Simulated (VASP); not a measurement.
Here is a VASP 6.6.1 calculation.

File INCAR:

```
SYSTEM = Sb
PREC = Accurate ; ENCUT = 520
EDIFF = 1E-7 ; ISMEAR = -1
SIGMA = 0.05 ; LREAL = .False.
LASPH = .True. ; NELM = 100
ALGO = Normal ; ISIF = 2
LWAVE = .False. ; LCHARG = .False.
GGA = PS ; NBANDS = 12
```

Contents of KPOINTS:

```
regular mesh
0
Gamma
  9 9 5
  0 0 0
```

The input POSCAR:

```
Sb
1.0
    3.3545324186      0.0000000000      0.0000000000
   -1.6772662093      2.9051102923      0.0000000000
    0.0000000000      0.0000000000      5.4701606500
Sb
2
Direct
    0.6666666667      0.3333333333      0.7500000000
    0.3333333333      0.6666666667      0.2500000000
```

Potentials or basis: VASP PAW PBE potentials, release 64 (Sb).

Run with:

```console
$ cat potpaw_PBE.64/Sb/POTCAR > POTCAR
$ mpirun -np 1 vasp_std > vasp.out
```

(1) Predict the pressure.

(2) Estimate the band gap on the k mesh.

Results:

(1) -1.6 GPa.

(2) none (metal or under the smearing width).

Caveat: the PAW data sets were made with another functional, which shifts forces and pressure a little.
